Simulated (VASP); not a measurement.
**CaO (rocksalt): gaps by functional in VASP**

```xyz
2
Lattice="0.0000 2.3976 2.3976 2.3976 0.0000 2.3976 2.3976 2.3976 0.0000" Properties=species:S:1:pos:R:3 pbc="T T T"
Ca    0.0000    0.0000    0.0000
O     2.3976    2.3976    2.3976
```

All runs share this cell. Band v is the last that the valence electrons fill when counted band by band, and c is the next. A negative gap between them is a band overlap, as in a metal.

| level | gap (eV) | least direct gap (eV) | pressure (GPa) |
| --- | --- | --- | --- |
| HSE06 | 5.29 | 5.72 | 1.0 |
| PBE0 | 6.04 | 6.47 | 0.9 |
| PBE | 3.63 | 4.01 | 3.1 |
| r²SCAN | 4.19 | 4.56 | 1.1 |
| LDA | 3.46 | 3.83 | -5.5 |
| PBEsol | 3.53 | 3.91 | -1.4 |
